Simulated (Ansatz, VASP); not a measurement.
# Two plane-wave programs on GaAs

```
CELL_PARAMETERS angstrom
0.00000 2.87269 2.87269
2.87269 0.00000 2.87269
2.87269 2.87269 0.00000
ATOMIC_POSITIONS crystal
Ga 0.00000 0.00000 0.00000
As 0.25000 0.25000 0.25000
```

Alike in both runs: task relaxation of cell and atoms; functional PBEsol; k mesh 12 × 12 × 12; occupations gaussian, width 0.02 eV; no spin polarisation.

|  | VASP | Ansatz |
| --- | --- | --- |
| version | VASP 6.6.1 | Ansatz 0.2.0 |
| potentials or method | VASP PAW PBE potentials, release 64 (Ga_d, As) | scalar-relativistic, plane waves, PAW |
| plane-wave cutoff (eV) | 600 | 420 |
| valence electrons in the cell | 18 | 28 |

```csv
,VASP,Ansatz,Ansatz less VASP
"gap on the k mesh at the Fermi level, each at its own relaxed structure (eV)",0.42,0.42,+0.005
relaxed volume (Å³/atom),22.70,22.64,-0.056
relaxed cell length with the largest relative difference (Å),4.004,4.001,-0.0033
energy change over the relaxation (meV/atom),-9,-10,-0.8
```

The two sets of potentials don't hold the same shells in valence.

Caveats: the PAW data sets were made with another functional, which shifts forces and pressure a little (VASP).
